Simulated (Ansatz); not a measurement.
Runs of Ansatz 0.2.0 on ZnAu. Symmetry: Pm-3m, No. 221, cubic system. Conventional cell: a = 3.147 Å, b = 3.147 Å, c = 3.147 Å, α = 90.00°, β = 90.00°, γ = 90.00°. Around Au (site symmetry m-3m) lie 8 Zn at 2.73 Å. Around Zn (site symmetry m-3m) lie 8 Au at 2.73 Å. 

```tsv
potentials or basis	cutoff (eV)	gap on the mesh (eV)	pressure (GPa)
Ansatz PAW earlier set	864	none	5.2
Ansatz NC	1143	none	5.2
JTH PAW	1080	none	5.0
SPMS NC	816	none	(a)
PseudoDojo stringent (PBE files)	1143	none	4.9
Ansatz PAW earlier set	660	none	5.2
```

Alike in all rows: task band structure; level PBE; no spin polarisation; cell as given; k mesh 8 × 8 × 8; smearing fermi-dirac 0.05 eV.

**Question.** Estimate the missing entries.

**Answer.** (a) 5.3.

A k mesh can miss the band edges, and the runs leave out spin-orbit coupling on Au.

A gap of «none» marks a metal or a gap under the smearing width.

Not every run made on this cell is shown here.
